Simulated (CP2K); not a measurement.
# HfO2 (P4_2/nmc) in CP2K: reference runs

Reference runs on HfO2: the cell as given.

Program: CP2K 2026.2. These are calculated values, not measurements. Logs are shortened: lines on timing, memory, paths and dates and some standing lists are left out, and cuts for length are marked.

## (1) Starting point

Symmetry: P4_2/nmc, No. 137, tetragonal system. Conventional cell: a = 3.558 Å, b = 3.558 Å, c = 5.172 Å, α = 90.00°, β = 90.00°, γ = 90.00°. Around Hf (site symmetry -4m2) lie 4 O at 2.05 Å. Around O (site symmetry 2mm) lie 2 Hf at 2.05 Å.

Measurements of this composition are mostly on another form, of space group No. 14.

## (2) Single point, PBEsol

File hfo2_scf.inp:

```
&GLOBAL
  PROJECT hfo2_scf
  RUN_TYPE ENERGY_FORCE
  PRINT_LEVEL LOW
&END GLOBAL
&FORCE_EVAL
  METHOD QS
  STRESS_TENSOR ANALYTICAL
  &DFT
    BASIS_SET_FILE_NAME BASIS_MOLOPT_UZH
    POTENTIAL_FILE_NAME POTENTIAL_UZH
    &MGRID
      CUTOFF 600
      REL_CUTOFF 60
      NGRIDS 4
    &END MGRID
    &QS
      METHOD GPW
      EPS_DEFAULT 1.0E-10
    &END QS
    &KPOINTS
      SCHEME MONKHORST-PACK 8 8 5
      GAMMA_CENTERED T
      SYMMETRY T
      SYMMETRY_BACKEND SPGLIB
    &END KPOINTS
    &SCF
      SCF_GUESS ATOMIC
      EPS_SCF 1.0E-6
      MAX_SCF 100
      ADDED_MOS 24
      CHOLESKY OFF
      EPS_EIGVAL 1.0E-7
      &DIAGONALIZATION ON
        ALGORITHM STANDARD
      &END DIAGONALIZATION
      &MIXING ON
        METHOD BROYDEN_MIXING
        ALPHA 0.4
        BETA 1.5
        NBUFFER 8
      &END MIXING
      &SMEAR ON
        METHOD FERMI_DIRAC
        ELECTRONIC_TEMPERATURE [K] 580.226
      &END SMEAR
    &END SCF
    &XC
      &XC_FUNCTIONAL
        &GGA_X_PBE_SOL
        &END GGA_X_PBE_SOL
        &GGA_C_PBE_SOL
        &END GGA_C_PBE_SOL
      &END XC_FUNCTIONAL
    &END XC
    &PRINT
      &KPOINTS ON
      &END KPOINTS
      &MULLIKEN ON
      &END MULLIKEN
      &MO ON
        ENERGIES T
        OCCUPATION_NUMBERS T
        &EACH
          QS_SCF 0
        &END EACH
        ADD_LAST NUMERIC
      &END MO
      &LOWDIN ON
      &END LOWDIN
      &HIRSHFELD ON
        SHAPE_FUNCTION DENSITY
      &END HIRSHFELD
    &END PRINT
  &END DFT
  &SUBSYS
    &CELL
      ABC 3.5580193300 3.5580193300 5.1718612100
      ALPHA_BETA_GAMMA 90.0000000000 90.0000000000 90.0000000000
      PERIODIC XYZ
    &END CELL
    &COORD
      SCALED
      Hf  0.0000000000 0.0000000000 0.0000000000
      Hf  0.5000000000 0.5000000000 0.5000000000
      O   0.0000000000 0.5000000000 0.1972078800
      O   0.5000000000 0.0000000000 0.3027921200
      O   0.5000000000 0.0000000000 0.8027921200
      O   0.0000000000 0.5000000000 0.6972078800
    &END COORD
    &KIND Hf
      BASIS_SET TZVP-MOLOPT-PBE-GTH-q12
      POTENTIAL GTH-PBE-q12
    &END KIND
    &KIND O
      BASIS_SET TZVP-MOLOPT-PBE-GTH-q6
      POTENTIAL GTH-PBE-q6
    &END KIND
    &PRINT
      &ATOMIC_COORDINATES ON
      &END ATOMIC_COORDINATES
      &CELL ON
      &END CELL
      &SYMMETRY ON
      &END SYMMETRY
    &END PRINT
  &END SUBSYS
  &PRINT
    &FORCES ON
    &END FORCES
    &STRESS_TENSOR ON
    &END STRESS_TENSOR
  &END PRINT
&END FORCE_EVAL
```

Potentials or basis: POTENTIAL_UZH Hf GTH-PBE-q12, O GTH-PBE-q6; TZVP-MOLOPT-PBE-GTH basis.

Launch:

```sh
> OMP_NUM_THREADS=1 mpirun -n 4 cp2k.psmp -i hfo2_scf.inp -o hfo2_scf.out
```

hfo2_scf.out:

```text

 CP2K| version string:                                       CP2K version 2026.2
 CP2K| Input file name                                              hfo2_scf.inp

 GLOBAL| Force Environment number                                              1
 GLOBAL| Basis set file name                                    BASIS_MOLOPT_UZH
 GLOBAL| Potential file name                                       POTENTIAL_UZH
 GLOBAL| MM Potential file name                                     MM_POTENTIAL
 GLOBAL| Coordinate file name                                      __STD_INPUT__
 GLOBAL| Method name                                                        CP2K
 GLOBAL| Project name                                                   hfo2_scf
 GLOBAL| Run type                                                   ENERGY_FORCE
 GLOBAL| FFT library                                                       FFTW3
 GLOBAL| Diagonalization library                                       ScaLAPACK
 GLOBAL| Cholesky decomposition library                                ScaLAPACK
 GLOBAL| DGEMM library                                                      BLAS
 GLOBAL| Direct generalized diagonalization requested                          F
 GLOBAL| Matrix multiplication library                                 ScaLAPACK
 GLOBAL| Global print level                                                  LOW
 GLOBAL| Total number of message passing processes                             4
 GLOBAL| Number of threads for this process                                    1
 GLOBAL| CPU model name                                                  UNKNOWN

 CELL| Volume [angstrom^3]:                                            65.473185
 CELL| Vector a [angstrom]:       3.558     0.000     0.000   |a| =     3.558019
 CELL| Vector b [angstrom]:       0.000     3.558     0.000   |b| =     3.558019
 CELL| Vector c [angstrom]:       0.000     0.000     5.172   |c| =     5.171861
 CELL| Angle (b,c), alpha [degree]:                                    90.000000
 CELL| Angle (a,c), beta  [degree]:                                    90.000000
 CELL| Angle (a,b), gamma [degree]:                                    90.000000
 CELL| Numerically orthorhombic:                                             YES
 CELL| Periodicity                                                           XYZ

 CELL_REF| Volume [angstrom^3]:                                        65.473185
 CELL_REF| Vector a [angstrom     3.558     0.000     0.000   |a| =     3.558019
 CELL_REF| Vector b [angstrom     0.000     3.558     0.000   |b| =     3.558019
 CELL_REF| Vector c [angstrom     0.000     0.000     5.172   |c| =     5.171861
 CELL_REF| Angle (b,c), alpha [degree]:                                90.000000
 CELL_REF| Angle (a,c), beta  [degree]:                                90.000000
 CELL_REF| Angle (a,b), gamma [degree]:                                90.000000
 CELL_REF| Numerically orthorhombic:                                         YES
 CELL_REF| Periodicity                                                       XYZ

 GENERATE|  Preliminary Number of Bonds generated:                             0
 GENERATE|  Achieved consistency in connectivity generation.

 *******************************************************************************
[... 169 lines left out ...]
 MO|      6              -0.765292             -20.824646               2.000000
[... 745 lines left out ...]
 MO|     47               1.186986              32.299533               0.000000
 MO|     48               1.186986              32.299534               0.000000
 MO| Sum:                                                              48.000000
 MO| E(Fermi):            0.345898 a.u.          9.412377 eV

 [... the levels of further k-points ...]

 !-----------------------------------------------------------------------------!
                     Mulliken Population Analysis

 #  Atom  Element  Kind  Atomic population                           Net charge
       1     Hf       1          9.569805                              2.430195
       2     Hf       1          9.569805                              2.430195
       3     O        2          7.215097                             -1.215097
       4     O        2          7.215097                             -1.215097
       5     O        2          7.215097                             -1.215097
       6     O        2          7.215097                             -1.215097
 # Total charge                             48.000000                  0.000000

 !-----------------------------------------------------------------------------!

 !-----------------------------------------------------------------------------!
                           Hirshfeld Charges

  #Atom  Element  Kind  Ref Charge     Population                    Net charge
      1       Hf     1      12.000         11.371                         0.629
      2       Hf     1      12.000         11.371                         0.629
      3       O      2       6.000          6.314                        -0.314
      4       O      2       6.000          6.314                        -0.314
      5       O      2       6.000          6.314                        -0.314
      6       O      2       6.000          6.314                        -0.314

  Total Charge                                                            0.000
 !-----------------------------------------------------------------------------!

 LOWDIN POPULATION ANALYSIS

 #  Atom  Element  Kind  Atomic population                           Net charge
       1     Hf       1         12.767862                             -0.767862
       2     Hf       1         12.767862                             -0.767862
       3     O        2          5.607960                              0.392040
       4     O        2          5.607960                              0.392040
       5     O        2          5.624178                              0.375822
       6     O        2          5.624178                              0.375822
 # Total charge                             48.000000                  0.000000

 ENERGY| Total FORCE_EVAL ( QS ) energy [hartree]           -162.882741760970958

 FORCES| Atomic forces [hartree/bohr]
 FORCES|   Atom     x               y               z               |f|
 FORCES|      1  2.46300579E-10  1.18508461E-10  1.40650027E-10   3.07393332E-10
 FORCES|      2 -4.19839138E-11 -9.61786637E-11  7.51482598E-11   1.29074573E-10
 FORCES|      3  3.17397987E-10 -2.52523958E-10  1.40053145E-03   1.40053145E-03
 FORCES|      4 -2.60315954E-10  3.42016263E-10 -1.40055371E-03   1.40055371E-03
 FORCES|      5 -2.75389080E-10  3.19193645E-10 -1.40053147E-03   1.40053147E-03
 FORCES|      6  3.33054524E-10 -2.65518815E-10  1.40055370E-03   1.40055370E-03
 FORCES| Sum     3.19064142E-10  1.65496933E-10  1.89353552E-10
 FORCES| Total atomic force                                       4.06258451E-10

 STRESS| Analytical stress tensor [bar]
 STRESS|                        x                   y                   z
 STRESS|      x       -2.40875887476E+04  -2.08727067545E-04   7.72536022241E-05
 STRESS|      y       -2.08727067545E-04  -2.40875889138E+04   4.97426053747E-05
 STRESS|      z        7.72536022241E-05   4.97426053747E-05  -2.75369531917E+04
 STRESS| 1/3 Trace                                            -2.52373769510E+04
 STRESS| Determinant                                          -1.59772689140E+13

 STRESS| Eigenvectors and eigenvalues of the analytical stress tensor [bar]
 STRESS|                        1                   2                   3
 STRESS| Eigenvalues  -2.75369531917E+04  -2.40875890554E+04  -2.40875886061E+04
 STRESS|      x          -0.000000022396      0.561326447340      0.827594477698
 STRESS|      y          -0.000000014421      0.827594477698     -0.561326447340
 STRESS|      z           1.000000000000      0.000000024506      0.000000010440
```

Run time: 60 s. Hardware: 4 MPI ranks of Arm Neoverse N1, shared host.

What came out:

```yaml
Free_energy: -4432.2648 eV
Pressure: -2.5 GPa
Largest_force: 0.072 eV/Å
Band_gap_on_the_k_mesh: 4.76 eV, indirect (least direct gap 4.84 eV)
Mulliken_charges: Hf +2.43; O -1.22 e
Hirshfeld_charges: Hf +0.63; O -0.31 e
```

Forces in eV/Å, atoms in the order of the input:
```
Hf   0.000  0.000  0.000
Hf   0.000  0.000  0.000
O    0.000  0.000  0.072
O    0.000  0.000 -0.072
O    0.000  0.000 -0.072
O    0.000  0.000  0.072
```

Stress tensor (GPa, compression positive):
```
-2.41  0.00  0.00
 0.00 -2.41  0.00
 0.00  0.00 -2.75
```

Caveat: Mulliken charges move with the basis; the potentials were made for another functional, which shifts forces and pressure; spin-orbit coupling is left out, which moves the levels of the heavy elements; an odd mesh through Γ misses points on the zone boundary, where band edges often lie; the basis of atomic orbitals isn't converged, which shifts pressures, moduli and gaps.
